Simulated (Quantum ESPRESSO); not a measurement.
**FeO (Wuestite): equation of state with LDA**

The system is FeO (Wuestite).

```xyz
2
Lattice="1.5188 0.8769 2.5196 -1.5188 0.8769 2.5196 0.0000 -1.7538 2.5196" Properties=species:S:1:pos:R:3 pbc="T T T"
Fe    0.0000    0.0000    0.0000
O     0.0000    0.0000    3.7794
```

* Program: Quantum ESPRESSO 7.5
* Task: equation of state
* Functional: LDA
* Potentials or basis: GBRV 1.5 LDA
* Cutoff: 762 eV
* Density cutoff: 6095 eV
* k mesh: 11 × 11 × 11
* Occupations: fermi-dirac, width 0.05 eV
* Spin: collinear spin, ferromagnetic start
* Starting moments: [3.0, 0.0] μB
* Form of the LDA correlation: PZ81
* Mixing beta: 0.3
* Most SCF iterations: 120
* SCF threshold: 4e-10 Ry

- Equilibrium volume: 9.25 Å³/atom (rough: see the caveat)
- Bulk modulus at fixed shape and positions: 229 GPa (rough)

Energy against volume, from the lowest point:
| volume (Å³/atom) | energy (meV/atom) |
| --- | --- |
| 9.463 | 0.00 |
| 9.664 | 8.97 |
| 9.866 | 22.84 |
| 10.067 | 41.10 |
| 10.268 | 63.22 |
| 10.470 | 88.81 |
| 10.671 | 117.44 |

All runs of the series together: 7.1 min on 2 threads of Arm Neoverse V1, on a shared host.

Caveat: the minimum lies outside the volumes run; the cell was scaled at fixed shape and fractional positions, which overstates the stiffness of a crystal with free parameters, most of all of layers and chains.
